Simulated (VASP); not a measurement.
# CdF2 (Fm-3m) in VASP: a series of runs, part 2 of 2

VASP 6.6.1. Earlier steps stand in the parts before.

## 3. Relaxation of cell and atoms, LDA

This run uses another cell than the first one, of 13.03 Å³/atom, 1.052 times its volume.

The input, INCAR:

```
PREC     = Accurate       # precision mode
ENCUT    = 600            # plane-wave cutoff, eV
EDIFF    = 1E-6           # SCF threshold, eV
ISMEAR   = 0              # smearing method
SIGMA    = 0.02           # smearing width, eV
LREAL    = F              # projectors in reciprocal space
LASPH    = T              # aspherical terms in the spheres
NELM     = 60             # most SCF steps
ALGO     = Fast           # electronic algorithm
ISIF     = 3              # what is computed and relaxed
LWAVE    = F              # write WAVECAR
LCHARG   = F              # write CHGCAR
IBRION   = 2              # ionic algorithm
NSW      = 100            # ionic steps
EDIFFG   = -0.005         # ionic threshold
```

The input, KPOINTS:

```
Automatic mesh
0
Gamma
  8 8 8
```

The input, POSCAR:

```
CdF2
1.0
    0.0000000000      2.6940000000      2.6940000000
    2.6940000000      0.0000000000      2.6940000000
    2.6940000000      2.6940000000      0.0000000000
Cd F
1 2
Direct
    0.0000000000      0.0000000000      0.0000000000
    0.2500000000      0.2500000000      0.2500000000
    0.7500000000      0.7500000000      0.7500000000
```

Potentials or basis: VASP PAW LDA potentials, release 64 (Cd, F).

Started as:

```sh
> cat potpaw_LDA.64/Cd/POTCAR potpaw_LDA.64/F/POTCAR > POTCAR
> mpirun -np 1 vasp_std > vasp.out
```

OUTCAR:

```text
PREC = Accurate
   ENCUT = 600
   EDIFF = 1E-6
   ISMEAR = 0
   LREAL = F
   LASPH = T
   NELM = 60
   ISIF = 3
   IBRION = 2
   NSW = 100
   EDIFFG = -0.005

 ion  position               nearest neighbor table
   1  0.000  0.000  0.000-   3 2.33   3 2.33   3 2.33   2 2.33   3 2.33   2 2.33   2 2.33   2 2.33

   2  0.250  0.250  0.250-   1 2.33   1 2.33   1 2.33   1 2.33
   3  0.750  0.750  0.750-   1 2.33   1 2.33   1 2.33   1 2.33

  LATTYP: Found a face centered cubic cell.
 ALAT       =     5.3880000000

  Lattice vectors:

 A1 = (   0.0000000000,   2.6940000000,   2.6940000000)
 A2 = (   2.6940000000,   0.0000000000,   2.6940000000)
 A3 = (   2.6940000000,   2.6940000000,   0.0000000000)

Analysis of symmetry for initial positions (statically):
=====================================================================
 Subroutine PRICEL returns:
 Original cell was already a primitive cell.

 Routine SETGRP: Setting up the symmetry group for a
 face centered cubic supercell.

 Subroutine GETGRP returns: Found 48 space group operations
 (whereof 48 operations were pure point group operations)
 out of a pool of 48 trial point group operations.

The static configuration has the point symmetry O_h .

Analysis of symmetry for dynamics (positions and initial velocities):
=====================================================================
 Subroutine PRICEL returns:
 Original cell was already a primitive cell.

 Routine SETGRP: Setting up the symmetry group for a
 face centered cubic supercell.

 Subroutine GETGRP returns: Found 48 space group operations
 (whereof 48 operations were pure point group operations)
 out of a pool of 48 trial point group operations.

The dynamic configuration has the point symmetry O_h .

 Subroutine INISYM returns: Found 48 space group operations
 (whereof 48 operations are pure point group operations),
 and found     1 'primitive' translations

----------------------------------------------------------------------------------------
[... 129 lines left out ...]
 Gauss-broadening in eV      SIGMA  =   0.02
  energy-cutoff  :      600.00
  volume of cell :       39.10
 maximum number of plane-waves:      1323
   NGX = 15   NGY = 15   NGZ = 15

--------------------------------------- Ionic step        1  -------------------------------------------

 number of electron      25.9999977 magnetization

 Free energy of the ion-electron system (eV)
  ---------------------------------------------------
  ext. energy  EPLUGINS =         0.00000000
  ---------------------------------------------------
  free energy    TOTEN  =       -12.71913652 eV

  energy without entropy =      -12.71913652  energy(sigma->0) =      -12.71913652

------------------------ aborting loop because EDIFF is reached ----------------------------------------

  FORCE on cell =-STRESS in cart. coord.  units (eV):
  Direction    XX          YY          ZZ          XY          YZ          ZX
  --------------------------------------------------------------------------------------
  -------------------------------------------------------------------------------------
  Total       -1.2030480     -1.2030480     -1.2030480      0.0000000      0.0000000      0.0000000
  in kB      -49.2913560    -49.2913560    -49.2913560      0.0000000      0.0000000      0.0000000
  external PRESSURE =     -49.2913560 kB  Pullay stress =       0.0000000 kB
[... 61 lines left out ...]
--------------------------------------- Ionic step        3  -------------------------------------------

 number of electron      26.0000006 magnetization

 Free energy of the ion-electron system (eV)
  ---------------------------------------------------
  ext. energy  EPLUGINS =         0.00000000
  ---------------------------------------------------
  free energy    TOTEN  =       -12.74559556 eV

  energy without entropy =      -12.74559556  energy(sigma->0) =      -12.74559556

 E-fermi :  -1.2223     XC(G=0): -11.3609

 val. band max:       -1.3175048989   @ k =  -0.2500   0.5000   0.2500
 cond. band min:       1.6313755677   @ k =   0.0000   0.0000   0.0000
 fundamental gap:      2.9488804666
 Fermi energy:        -1.2222593947

 k-point     1 :       0.0000    0.0000    0.0000
  band No.  band energies     occupation
      1     -22.0234      2.00000
      2     -20.7076      2.00000
      3      -7.1244      2.00000
      4      -7.1244      2.00000
      5      -7.1244      2.00000
      6      -5.6426      2.00000
[... 457 lines left out ...]
      4      -6.4626      2.00000
      5      -5.7739      2.00000
      6      -5.7100      2.00000
[... 9 lines left out ...]
     16      11.6350      0.00000
     17      12.5780      0.00000

 [... further k-points ...]

------------------------ aborting loop because EDIFF is reached ----------------------------------------

  FORCE on cell =-STRESS in cart. coord.  units (eV):
  Direction    XX          YY          ZZ          XY          YZ          ZX
  --------------------------------------------------------------------------------------
  -------------------------------------------------------------------------------------
  Total       -0.0148073     -0.0148073     -0.0148073      0.0000000      0.0000000     -0.0000000
  in kB       -0.6333486     -0.6333486     -0.6333486      0.0000000      0.0000000     -0.0000000
  external PRESSURE =      -0.6333486 kB  Pullay stress =       0.0000000 kB
[... 18 lines left out ...]
  FREE ENERGIE OF THE ION-ELECTRON SYSTEM (eV)
  ---------------------------------------------------
  free  energy   TOTEN  =       -12.7455955596 eV

  energy  without entropy=      -12.7455955596  energy(sigma->0) =      -12.74559556

 reached required accuracy - stopping structural energy minimisation
```

CONTCAR:

```text
CdF2
   1.00000000000000
     0.0000000000000000    2.6556532891989142    2.6556532891989142
     2.6556532891989142   -0.0000000000000000    2.6556532891989142
     2.6556532891989142    2.6556532891989142    0.0000000000000000
  Cd              F
     1     2
Direct
     0.0000000000000000    0.0000000000000000    0.0000000000000000
     0.2500000000000000    0.2500000000000000    0.2500000000000000
     0.7500000000000000    0.7500000000000000    0.7500000000000000

  0.00000000E+00  0.00000000E+00  0.00000000E+00
  0.00000000E+00  0.00000000E+00  0.00000000E+00
  0.00000000E+00  0.00000000E+00  0.00000000E+00
```

It took 32 s on 1 thread of Intel Xeon 6975P-C (Granite Rapids), shared host; peak memory 0.17 GiB.

Results:

| Item | Value |
| --- | --- |
| Free energy | -12.7456 eV |
| Relaxed volume | 12.49 Å³/atom |
| Relaxed cell | a = 3.756 Å, b = 3.756 Å, c = 3.756 Å, α = 60.00°, β = 60.00°, γ = 60.00° |
| Space group after relaxing (to 0.05 Å) | Fm-3m (No. 225) |
| Energy gained by relaxing | 8.8 meV/atom |
| Ionic steps | 3 |
| Pressure after relaxing | -0.1 GPa |
| Band gap on the k mesh | 2.95 eV, indirect (least direct gap 3.37 eV) |

The path:
```csv
step,energy change (eV),largest force (eV/Å),pressure (GPa),volume (Å³)
1,0.0000,0.0000,-4.93,39.10
2,-0.0228,0.0000,2.11,36.88
3,-0.0265,0.0000,-0.06,37.46
```

Final structure:
```
CELL_PARAMETERS angstrom
0.00000 2.65565 2.65565
2.65565 0.00000 2.65565
2.65565 2.65565 0.00000
ATOMIC_POSITIONS crystal
Cd 0.00000 0.00000 0.00000
F 0.25000 0.25000 0.25000
F 0.75000 0.75000 0.75000
```

## 4. Single point, LDA

The input, INCAR:

```
ALGO = Fast ; EDIFF = 1E-6
ENCUT = 520 ; GGA = CA
ISIF = 2 ; ISMEAR = 0
LASPH = T ; LCHARG = F
LREAL = F ; LWAVE = F
NBANDS = 20 ; NELM = 80
PREC = Accurate ; SIGMA = 0.05
```

The input, KPOINTS:

```
k-points
0
Gamma
  8 8 8
```

The input, POSCAR:

```
CdF2
1.0
    0.0000000000      2.6488277134      2.6488277134
    2.6488277134      0.0000000000      2.6488277134
    2.6488277134      2.6488277134      0.0000000000
Cd F
1 2
Direct
    0.0000000000      0.0000000000      0.0000000000
    0.2500000000      0.2500000000      0.2500000000
    0.7500000000      0.7500000000      0.7500000000
```

Started as:

```sh
> cat potpaw_LDA.64/Cd/POTCAR potpaw_LDA.64/F/POTCAR > POTCAR
> mpirun -np 1 vasp_std > vasp.out
```

Wall time 11 s (1 thread of Intel Xeon 6975P-C (Granite Rapids), shared host); peak memory 0.14 GiB.

The run converged. Its results:

- Free energy: -12.7342 eV
- Pressure: 1.3 GPa
- Band gap on the k mesh: 2.97 eV, indirect (least direct gap 3.39 eV)

Levels at points of the mesh, in eV from the valence-band top:
```csv
k point,band 11,band 12,band 13,band 14,band 15,band 16
"(0.00, 0.00, 0.00)",-0.41,-0.41,-0.41,2.97,12.53,12.53
"(0.50, 0.00, 0.00)",-2.11,-0.35,-0.35,7.33,8.95,14.58
"(0.50, 0.50, 0.00)",-0.62,-0.10,-0.10,8.16,9.61,11.54
```

A k mesh can miss the band edges. As with any semilocal functional, this LDA gap is likely too small.

## 5. Single point, LDA

This run uses another cell than the first one, of 13.03 Å³/atom, 1.052 times its volume.

The input, INCAR:

```
PREC = Accurate ; ENCUT = 520
EDIFF = 1E-6 ; ISMEAR = 0
SIGMA = 0.1 ; LREAL = False
LASPH = True ; NELM = 80
ALGO = Fast ; ISIF = 2
LWAVE = False ; LCHARG = False
NBANDS = 20
```

The input, KPOINTS:

```
regular mesh
0
Gamma
  6 6 6
```

The input, POSCAR:

```
CdF2
1.0
    0.0000000000      2.6940000000      2.6940000000
    2.6940000000      0.0000000000      2.6940000000
    2.6940000000      2.6940000000      0.0000000000
Cd F
1 2
Direct
    0.0000000000      0.0000000000      0.0000000000
    0.2500000000      0.2500000000      0.2500000000
    0.7500000000      0.7500000000      0.7500000000
```

Potentials or basis: VASP PAW LDA potentials, release 64 (Cd, F).

Started as:

```sh
> cat potpaw_LDA.64/Cd/POTCAR potpaw_LDA.64/F/POTCAR > POTCAR
> mpirun -np 1 vasp_std > vasp.out
```

OUTCAR:

```text
PREC = Accurate
   ENCUT = 520
   EDIFF = 1E-6
   ISMEAR = 0
   LREAL = False
   LASPH = True
   NELM = 80
   ISIF = 2

 ion  position               nearest neighbor table
   1  0.000  0.000  0.000-   3 2.33   3 2.33   3 2.33   2 2.33   3 2.33   2 2.33   2 2.33   2 2.33

   2  0.250  0.250  0.250-   1 2.33   1 2.33   1 2.33   1 2.33
   3  0.750  0.750  0.750-   1 2.33   1 2.33   1 2.33   1 2.33

  LATTYP: Found a face centered cubic cell.
 ALAT       =     5.3880000000

  Lattice vectors:

 A1 = (   0.0000000000,   2.6940000000,   2.6940000000)
 A2 = (   2.6940000000,   0.0000000000,   2.6940000000)
 A3 = (   2.6940000000,   2.6940000000,   0.0000000000)

Analysis of symmetry for initial positions (statically):
=====================================================================
 Subroutine PRICEL returns:
 Original cell was already a primitive cell.

 Routine SETGRP: Setting up the symmetry group for a
 face centered cubic supercell.

 Subroutine GETGRP returns: Found 48 space group operations
 (whereof 48 operations were pure point group operations)
 out of a pool of 48 trial point group operations.

The static configuration has the point symmetry O_h .

Analysis of symmetry for dynamics (positions and initial velocities):
=====================================================================
 Subroutine PRICEL returns:
 Original cell was already a primitive cell.

 Routine SETGRP: Setting up the symmetry group for a
 face centered cubic supercell.

 Subroutine GETGRP returns: Found 48 space group operations
 (whereof 48 operations were pure point group operations)
 out of a pool of 48 trial point group operations.

The dynamic configuration has the point symmetry O_h .

 Subroutine INISYM returns: Found 48 space group operations
 (whereof 48 operations are pure point group operations),
 and found     1 'primitive' translations
[... 104 lines left out ...]
   EFERMI_NEDOS =   21; number of points for ismear=-14 and -15
   IALGO  =     68    algorithm
   IMIX   =      4    mixing-type and parameters
     AMIX     =   0.40;   BMIX     =  1.00
     AMIX_MAG =   1.60;   BMIX_MAG =  1.00
  volume/ion in A,a.u.               =      13.03        87.96
  Fermi-wavevector in a.u.,A,eV,Ry     =   1.428867  2.700166 27.778468  2.041660
  Thomas-Fermi vector in A             =   2.548882
   LORBIT       =      0    0 simple, 1 ext, 2 COOP (PROOUT), +10 PAW based schemes
   GGA     = CA    functional components
   LHFCALC =     F    Hartree Fock is set to
   AEXX    =    0.0000 exact exchange contribution
   IVDW    =     0    specifies the selected vdW correction
   LEPSILON=     F    determine dielectric tensor
   LRPA    =     F    only Hartree local field effects (RPA)
 non-spin polarized calculation
 RMM-DIIS sequential band-by-band and
 Gauss-broadening in eV      SIGMA  =   0.10
  energy-cutoff  :      520.00
  volume of cell :       39.10
 maximum number of plane-waves:      1067
   NGX = 15   NGY = 15   NGZ = 15

 number of electron      25.9999989 magnetization

 Free energy of the ion-electron system (eV)
  ---------------------------------------------------
  ext. energy  EPLUGINS =         0.00000000
  ---------------------------------------------------
  free energy    TOTEN  =       -12.71578511 eV

  energy without entropy =      -12.71578511  energy(sigma->0) =      -12.71578511

 E-fermi :  -1.1441     XC(G=0): -11.1271

 val. band max:       -1.6812492423   @ k =  -0.3333   0.5000   0.1667
 cond. band min:       1.1351422033   @ k =   0.0000   0.0000   0.0000
 fundamental gap:      2.8163914456
 Fermi energy:        -1.1440954693

 k-point     1 :       0.0000    0.0000    0.0000
  band No.  band energies     occupation
      1     -22.1081      2.00000
      2     -20.9261      2.00000
      3      -7.3036      2.00000
      4      -7.3036      2.00000
      5      -7.3036      2.00000
      6      -6.0231      2.00000
[... 357 lines left out ...]
     19      18.2075      0.00000
     20      18.7056      0.00000

------------------------ aborting loop because EDIFF is reached ----------------------------------------

  FORCE on cell =-STRESS in cart. coord.  units (eV):
  Direction    XX          YY          ZZ          XY          YZ          ZX
  --------------------------------------------------------------------------------------
  -------------------------------------------------------------------------------------
  Total       -1.1544874     -1.1544874     -1.1544874     -0.0000000      0.0000000      0.0000000
  in kB      -47.3017279    -47.3017279    -47.3017279     -0.0000000      0.0000000      0.0000000
  external PRESSURE =     -47.3017279 kB  Pullay stress =       0.0000000 kB

 VOLUME and BASIS-vectors are now :
 -----------------------------------------------------------------------------
  energy-cutoff  :      520.00
  volume of cell :       39.10
      direct lattice vectors                 reciprocal lattice vectors
     0.000000000  2.694000000  2.694000000    -0.185597624  0.185597624  0.185597624
     2.694000000  0.000000000  2.694000000     0.185597624 -0.185597624  0.185597624
     2.694000000  2.694000000  0.000000000     0.185597624  0.185597624 -0.185597624

 POSITION                                       TOTAL-FORCE (eV/Angst)
 -----------------------------------------------------------------------------------
      0.00000      0.00000      0.00000         0.000000      0.000000     -0.000000
      1.34700      1.34700      1.34700        -0.000000     -0.000000     -0.000000
      4.04100      4.04100      4.04100         0.000000      0.000000      0.000000
 -----------------------------------------------------------------------------------
    total drift:                                0.000000      0.000000      0.000000

  FREE ENERGIE OF THE ION-ELECTRON SYSTEM (eV)
  ---------------------------------------------------
  free  energy   TOTEN  =       -12.7157851134 eV

  energy  without entropy=      -12.7157851134  energy(sigma->0) =      -12.71578511
```

Run time: 6.3 s. Hardware: 1 thread of Intel Xeon 6975P-C (Granite Rapids), shared host; peak memory 0.14 GiB.

What came out:

```
Free energy            : -12.7158 eV
Pressure               : -4.7 GPa
Band gap on the k mesh : 2.82 eV, indirect (least direct gap 3.28 eV)
```

Levels at points of the mesh, in eV from the valence-band top:
| k point | band 10 | band 11 | band 12 | band 13 | band 14 | band 15 | band 16 | band 17 |
| --- | --- | --- | --- | --- | --- | --- | --- | --- |
| (0.00, 0.00, 0.00) | -0.99 | -0.46 | -0.46 | -0.46 | 2.82 | 12.33 | 12.33 | 12.33 |
| (0.50, 0.00, 0.00) | -1.88 | -1.88 | -0.37 | -0.37 | 6.97 | 8.81 | 14.16 | 14.16 |
| (0.50, 0.50, 0.00) | -3.03 | -0.50 | -0.07 | -0.07 | 7.77 | 9.36 | 11.47 | 13.95 |

## 6. Summary

```tsv
task	cell	k mesh	cutoff (eV)	smearing	gap on the mesh (eV)	pressure (GPa)
single point	Fm-3m, 12.39 Å³/atom	8 × 8 × 8	520	gaussian 0.02 eV	2.97	1.3
relaxation of cell and atoms	relaxed	8 × 8 × 8	600	gaussian 0.02 eV	2.95	-0.1
single point	Fm-3m, 12.39 Å³/atom	8 × 8 × 8	520	gaussian 0.05 eV	2.97	1.3
single point	Fm-3m, 13.03 Å³/atom	6 × 6 × 6	520	gaussian 0.1 eV	2.82	-4.7
```

Alike in all rows: level LDA; potentials or basis VASP PAW LDA potentials, release 64 (Cd, F); no spin polarisation.

On the cell as given the gap runs from 2.82 eV (LDA) to 2.97 eV (LDA); the meshes differ, which moves gaps too.

Total energies depend on the potentials used, so only differences within one code and one set of settings carry meaning.
